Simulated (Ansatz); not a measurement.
Field gradients at the nuclei in Ge3N4

The cell is a Materials Project structure (computed, not necessarily an observed phase) whose atoms were relaxed with PBE, the cell held.

Space group P6_3/m (No. 176); a = 8.0509, c = 3.0835 Å, γ = 120.00°.

| site | Wyckoff | site symmetry | x | y | z |
| --- | --- | --- | --- | --- | --- |
| Ge | 6h | m.. | 0.8314 | 0.2379 | 0.7500 |
| N7 | 2c | -6.. | 0.6667 | 0.3333 | 0.7500 |
| N9 | 6h | m.. | 0.6702 | 0.9751 | 0.7500 |

One atom of each set is listed.

Level of theory: DFT, r2SCAN, plane waves and PAW, scalar-relativistic, 500 eV cutoff, Γ-centred 4×4×9 k-points, Fermi–Dirac smearing 0.02 eV (Ansatz 0.2.0).

V_zz is the principal component of the electric field gradient with the largest magnitude, η = (V_xx − V_yy)/V_zz and C_Q = eQV_zz/h.

Ge-73: I = 9/2, Q = -196.0 mb; ¹⁴N: I = 1, Q = 20.44 mb. Quadrupole moments are those of Pyykkö's year-2017 table.

**Question.** Give the quadrupolar parameters of the distinct sites.

**Answer.** 

```tsv
site	atoms	first shell	V_xx, V_yy, V_zz (10²¹ V/m²)	η	C_Q (MHz)
Ge	6	4 N at 1.84–1.85 Å	-0.81, -1.96, 2.77	0.41	-13.1
N7	2	3 Ge at 1.84 Å	4.02, 4.02, -8.04	0.00	-3.97
N9	6	3 Ge at 1.84–1.85 Å	3.73, 4.36, -8.09	0.08	-4.00
```

An axis of threefold or higher order runs through N7, so V_zz lies along it and η is zero. At N9 V_zz stands upright on the plane through its three neighbours (within 1°).

Hardware: 1 thread of Intel Xeon Platinum 8259CL CPU @ 2.50GHz (Skylake/Cascade Lake) (x86_64; 44 cores open to the job, memory cap 2.5 GiB, no GPU), a shared host with a load of 0.6 a core. Wall time 55 s, CPU time 55 s, peak memory 1 GiB.
